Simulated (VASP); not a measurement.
AlCo: equation of state with LDA

AlCo:

```xyz
2
Lattice="2.7955 0.0000 0.0000 0.0000 2.7955 0.0000 0.0000 0.0000 2.7955" Properties=species:S:1:pos:R:3 pbc="T T T"
Co    1.3978    1.3978    1.3978
Al    0.0000    0.0000    0.0000
```

The cell is a database's computed one.

* Program: VASP 6.6.1
* Task: equation of state
* Functional: LDA
* Potentials or basis: VASP PAW LDA potentials, release 64 (Co, Al)
* Cutoff: 520 eV
* k mesh: 8 × 8 × 8
* Occupations: fermi-dirac, width 0.05 eV
* Spin: collinear spin, ferromagnetic start
* Starting moments: [2.0, 0.0] μB

```
Equilibrium volume                      : 10.93 Å³/atom
Bulk modulus                            : 207 GPa
Pressure derivative of the bulk modulus : 4.3 (rough: it moves with the points fitted)
```

Energy against volume, from the lowest point:
```tsv
volume (Å³/atom)	energy (meV/atom)
10.486	12.32
10.705	3.02
10.923	0.00
11.142	2.64
11.360	10.37
```

All runs of the series together: 38 s on 1 thread of Intel(R) Xeon(R) Platinum 8488C (Sapphire Rapids), on a shared host.
